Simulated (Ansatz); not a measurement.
# WC under changes of volume

One of the cells (10.542 Å³/atom); the others are scaled copies at fixed shape and fractional positions:

```xyz
2
Lattice="0.0000 2.1927 2.1927 2.1927 0.0000 2.1927 2.1927 2.1927 0.0000" Properties=species:S:1:pos:R:3 pbc="T T T"
W     0.0000    0.0000    0.0000
C     2.1927    2.1927    2.1927
```

Measurements of this composition are mostly on another form, of space group No. 187.

* Program: Ansatz 0.2.0
* Functional: LDA
* Potentials or basis: Ansatz PAW
* Cutoff: 420 eV (not typed: the program's choice for these potentials)
* k mesh: 10 × 10 × 10
* Occupations: fermi-dirac, width 0.05 eV
* Spin: no spin polarisation

```tsv
volume (Å³/atom)	energy over the lowest point (meV/atom)	pressure (GPa)
9.910	4.14	7.7
10.120	0.00	-1.2
10.331	6.85	-9.1
10.542	23.52	-16.1
10.753	49.03	-22.4
10.964	82.34	-28.1
11.175	?	?
```

Question: What does the run at 11.175 Å³/atom give?

Answer: Energy over the lowest point 122.74 meV/atom; pressure -33.2 GPa.

Worked out: A Birch-Murnaghan fit of order 3 (a polynomial in V^(-2/3)) to the other rows has its minimum at 10.09 Å³/atom with B0 = V·E''(V) = 407 GPa and B' = 4.5. It gives 122.67 meV/atom at 11.175 Å³/atom, against the run's 122.74, and -dE/dV = -33.1 GPa, against -33.2.

Energies are extrapolated to zero smearing.

Caveats: the PAW data sets come from PBE, with cores solved anew for the run's functional, which leaves a small shift of forces and pressure.
